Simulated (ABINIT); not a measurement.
Runs of ABINIT 10.8.3 (patched build) on Cs. The structure is cubic, space group Im-3m (No. 229). The conventional cell has a = 6.257 Å, b = 6.257 Å, c = 6.257 Å, α = 90.00°, β = 90.00°, γ = 90.00°. 

| task | level | potentials or basis | cell | k mesh | cutoff (eV) | smearing | cell freedom (optcell) | optimiser (ionmov) | cutoff smearing ecutsm (Ha) | force stop (Ha/bohr) | fine-grid cutoff | gap on the mesh (eV) | pressure (GPa) | relaxed volume (Å³/atom) |
| --- | --- | --- | --- | --- | --- | --- | --- | --- | --- | --- | --- | --- | --- | --- |
| relaxation of cell and atoms | PBE | PseudoDojo NC SR PBE v0.4.1 standard | relaxed | 4 × 4 × 4 | 680 | fermi-dirac 0.05 eV | 2 | 2 | 0.5 | 2e-05 | - | none | 0.0 | (a) |
| single point | LDA | PseudoDojo NC SR LDA v0.4.1 standard | as given | 4 × 4 × 4 | 490 | fermi-dirac 0.05 eV | - | - | - | - | - | none | -0.4 | - |
| relaxation of cell and atoms | LDA | JTH PAW LDA v2.0 | relaxed | 4 × 4 × 4 | 707 | fermi-dirac 0.05 eV | 2 | 2 | 0.5 | 2e-05 | 1306.15 eV | none | 0.0 | 93.12 |
| positron lifetime | PBEsol | JTH PAW PBE v2.0 | as given | 4 × 4 × 4 | 435 | methfessel-paxton 0.1 eV | - | - | - | - | 870.764 eV | none | -0.2 | - |
| optical spectrum | PBE | PseudoDojo NC SR PBE v0.4.1 standard | as given | 8 × 8 × 8, with 2 shifts | 517 | fermi-dirac 0.136 eV | - | - | - | - | - | - | (b) | - |

Alike in all rows: no spin polarisation.

Q: Fill in the values left out.

A: (a) 118.93; (b) -0.1.

Caveats: the volume moved by over 15 % at a fixed basis, so the end points are rough (some runs); the PAW basis is incomplete for the positron (some runs); the PAW data sets were made with another functional, which shifts forces and pressure a little (some runs); the intraband (Drude) term is left out (some runs); spectra need much finer meshes, so this one isn't converged (some runs).

A k mesh can miss the band edges, and the runs leave out spin-orbit coupling on Cs.

A gap of «none» marks a metal or a gap under the smearing width.

Not every run made on this cell is shown here.
